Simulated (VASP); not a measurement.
Here is a VASP 6.6.1 calculation.

POSCAR

```
SiC
1.0
   -0.0000000000      2.0289453824      2.0289453824
    2.0289453824      0.0000000000      2.0289453824
    2.0289453824      2.0289453824      0.0000000000
  Si              C
     1     1
Direct
     0.0000000000000000    0.0000000000000000    0.0000000000000000
     0.5000000000000000    0.5000000000000000    0.5000000000000000
```

File INCAR.step1:

```
PREC = Accurate ; ENCUT = 600
EDIFF = 1E-8 ; ISMEAR = 0
SIGMA = 0.03 ; LREAL = False
LASPH = True ; NELM = 80
ALGO = Fast ; ISIF = 3
LWAVE = False ; LCHARG = False
GGA = PE ; IBRION = 2
NSW = 40 ; EDIFFG = -0.002
```

INCAR.step2

```
PREC = Accurate ; ENCUT = 600
EDIFF = 1E-8 ; ISMEAR = 0
SIGMA = 0.03 ; LREAL = False
LASPH = True ; NELM = 80
ALGO = Fast ; ISIF = 2
LWAVE = False ; LCHARG = False
GGA = PE ; IBRION = 6
NFREE = 2 ; POTIM = 0.015
NSW = 1
```

File KPOINTS:

```
Automatic mesh
0
Gamma
  12 12 12
```

Potentials or basis: VASP PAW PBE potentials, release 64 (Si, C).

Command:

```sh
$ cat potpaw_PBE.64/Si/POTCAR potpaw_PBE.64/C/POTCAR > POTCAR
$ cp INCAR.step1 INCAR
$ mpirun -np 1 vasp_std > vasp.out
$ cp CONTCAR POSCAR
$ cp INCAR.step2 INCAR
$ mpirun -np 1 vasp_std > vasp.out
```

(1) Estimate the highest phonon frequency at Γ, LO-TO splitting left out.

## Answers

(1) 387 cm⁻¹.
